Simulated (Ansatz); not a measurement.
A crystal in the diamond structure was computed with PBE in Ansatz (plane waves, PAW datasets (generated soft set 1); cutoff 420 eV), no spin polarisation, no spin–orbit coupling, Fermi–Dirac smearing of 0.061 eV, k-spacing 0.06 Å⁻¹. It has a₀ = 5.762 Å and B₀ = 59 GPa.

Which is it?
A. Ge
B. Bi
C. Rh
D. Zr
E. Nb

A. The five: Ge 5.762 Å, 59 GPa; Zr 6.279 Å, 36 GPa; Rh 5.513 Å, 128 GPa; Bi 7.289 Å, 29 GPa; Nb 5.908 Å, 67 GPa.

Model structures, not the usual forms at ambient conditions (metastable or hypothetical): Zr, Rh, Bi, Nb. Spin–orbit coupling is left out, which matters for 6p elements such as Tl, Pb and Bi.
